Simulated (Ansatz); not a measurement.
Li2Se with an Se vacancy: gradients before and after relaxing the atoms

Start: a supercell of Li2Se (antifluorite type, Fm-3m) built from a computed structure from the Materials Project (it need not be an observed phase), with all atoms left at the host's positions.

```cif
data_Li16Se7
_symmetry_space_group_name_H-M 'Fm-3m'
_symmetry_Int_Tables_number 225
_cell_length_a 11.9042
_cell_length_b 11.9042
_cell_length_c 11.9042
_cell_angle_alpha 90.000
_cell_angle_beta 90.000
_cell_angle_gamma 90.000
loop_
_atom_site_label
_atom_site_type_symbol
_atom_site_symmetry_multiplicity
_atom_site_Wyckoff_symbol
_atom_site_fract_x
_atom_site_fract_y
_atom_site_fract_z
Li1 Li 32 f 0.3750 0.3750 0.3750
Li4 Li 32 f 0.8750 0.6250 0.6250
Se17 Se 24 d 0.2500 0.2500 0.0000
Se23 Se 4 b 0.5000 0.5000 0.5000
```

One atom of each set is listed; the run and its k-mesh use a cell of 23 atoms with edges of 8.42, 8.42, 8.42 Å.

All values are calculated (Ansatz; DFT, PBE, plane waves and PAW, scalar-relativistic, 420 eV cutoff, Γ-centred 3×3×3 k-points, Fermi–Dirac smearing 0.01 eV, cell charge +2), not measured.

The largest force at the start is 1.0 eV/Å. Relaxing the ions at fixed cell moves them by 0.378 Å at most (atom 9, Li) and 0.230 Å rms.

| site | moved (Å) | first shell before | first shell after | V_zz before (10²¹ V/m²) | η before |
| --- | --- | --- | --- | --- | --- |
| Li1 | 0.096 | 4 Se at 2.58 Å | 4 Se at 2.48–2.61 Å; also 6 Li at 2.84–2.86 Å | -0.026 | 0.00 |
| Li4 | 0.378 | 3 Se at 2.58 Å | 3 Se at 2.48 Å | 0.24 | 0.00 |
| Se17 | 0.000 | 8 Li at 2.58 Å | 8 Li at 2.48–2.61 Å | 12.38 | 0.01 |

(1) How do the gradients change?

Results:

(1) 

| site | V_zz after | η after | change of V_zz |
| --- | --- | --- | --- |
| Li1 | -0.028 | 0.00 | 0.00 |
| Li4 | 0.26 | 0.00 | +0.02 |
| Se17 | -1.96 | 0.74 | – |

The largest change of V_zz along a kept axis is on Li4, from 0.24 to 0.26. The whole tensor moves most on Se17, by 12.12 along its most changed direction. On Se17 the largest principal value lies along another axis in the second run, so the two V_zz can't be compared directly. Sites without a gradient aren't listed. The electronic state changes along with the positions (a gap opens), so the changes aren't those of geometry alone.

The defect repeats with the cell of 23 atoms, so it feels its images: sites between two images don't show the values beside a lone defect, and zeros or small values of η there can come from the images' arrangement. A uniform background compensates the cell's charge. With these PAW files V_zz is typically within 2 to 3 % of all-electron values, but misses above 10 % occur on Li.
Before: The run isn't spin-polarised, and a state with spin may lie lower. The defect cell has no gap above 0.1 eV on its mesh, so the values can hang on the smearing and the k-mesh. The neighbours have not yet relaxed around the defect (largest force 1.0 eV/Å), so a real crystal will differ.
After: The cell keeps the host's lattice, where the PBE pressure is 6 GPa (in a charged cell this depends on the convention for the mean potential).
